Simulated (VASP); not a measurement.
This VASP 6.6.1 run on TePb needs a look.

INCAR

```
SYSTEM = TePb
ALGO = Normal ; EDIFF = 1E-6
ENCUT = 520 ; GGA = PE
ISIF = 2 ; ISMEAR = -1
LASPH = .TRUE. ; LCHARG = .FALSE.
LREAL = .FALSE. ; LWAVE = .FALSE.
NELM = 69 ; PREC = Accurate
SIGMA = 0.05
```

File KPOINTS:

```
k-points
0
G
  3 3 3
  0 0 0
```

The input POSCAR:

```
TePb
1.0
    0.0000000000      6.1057100000      6.1057100000
    5.8614800000      0.0000000000      6.1057100000
    5.8614800000      6.1057100000      0.0000000000
Pb Te
1 1
Direct
    0.0000000000      0.0000000000      0.0000000000
    0.5000000000      0.5000000000      0.5000000000
```

Potentials or basis: VASP PAW PBE potentials, release 64 (Pb_d, Te).

The run is started by

```sh
$ cat potpaw_PBE.64/Pb_d/POTCAR potpaw_PBE.64/Te/POTCAR > POTCAR
$ mpirun -np 1 vasp_std > vasp.out
```

OUTCAR:

```text
SYSTEM = TePb
   EDIFF = 1E-6
   ENCUT = 520
   GGA = PE
   ISIF = 2
   ISMEAR = -1
   LASPH = .TRUE.
   LREAL = .FALSE.
   NELM = 69
   PREC = Accurate

 ion  position               nearest neighbor table
   1  0.000  0.000  0.000-
   2  0.500  0.500  0.500-

  LATTYP: Found a body centered tetragonal cell.
 ALAT       =     8.6347778899
 C/A-ratio  =     1.3576446493

  Lattice vectors:

[... 169 lines left out ...]

  FORCE on cell =-STRESS in cart. coord.  units (eV):
  Direction    XX          YY          ZZ          XY          YZ          ZX
  --------------------------------------------------------------------------------------
  -------------------------------------------------------------------------------------
  Total       -1.8938583     -1.4136973     -1.4136973     -0.0000000      0.0000000     -0.0000000
  in kB       -6.9430203     -5.1827158     -5.1827158     -0.0000000      0.0000000     -0.0000000
  external PRESSURE =      -5.7694840 kB  Pullay stress =       0.0000000 kB

 VOLUME and BASIS-vectors are now :
 -----------------------------------------------------------------------------
  energy-cutoff  :      520.00
  volume of cell :      437.03
      direct lattice vectors                 reciprocal lattice vectors
     0.000000000  6.105710000  6.105710000    -0.085302688  0.081890558  0.081890558
     5.861480000  0.000000000  6.105710000     0.085302688 -0.081890558  0.081890558
     5.861480000  6.105710000  0.000000000     0.085302688  0.081890558 -0.081890558

 POSITION                                       TOTAL-FORCE (eV/Angst)
 -----------------------------------------------------------------------------------
      0.00000      0.00000      0.00000         0.000000     -0.000000     -0.000000
      5.86148      6.10571      6.10571        -0.000000      0.000000      0.000000
 -----------------------------------------------------------------------------------
    total drift:                               -0.000000     -0.000000     -0.000000

  FREE ENERGIE OF THE ION-ELECTRON SYSTEM (eV)
  ---------------------------------------------------
  free  energy   TOTEN  =        -1.3900566390 eV

  energy  without entropy=       -1.2539824304  energy(sigma->0) =       -1.32201953
```

On the terminal:

```text
POSCAR found type information on POSCAR PbTe
 POSCAR found :  2 types and       2 ions
 scaLAPACK will be used
 LDA part: xc-table for (Slater+PW92), standard interpolation
 POSCAR, INCAR and KPOINTS ok, starting setup
 FFT: planning ... GRIDC
 FFT: planning ... GRID_SOFT
 FFT: planning ... GRID
 WAVECAR not read
 entering main loop
```

How did it end, and where is the flaw?

The calculation finished and met its thresholds. The input holds a flaw that was put in on purpose: cell typed in bohr. The program doesn't stop on it, so the numbers can't be trusted though the run ends normally.
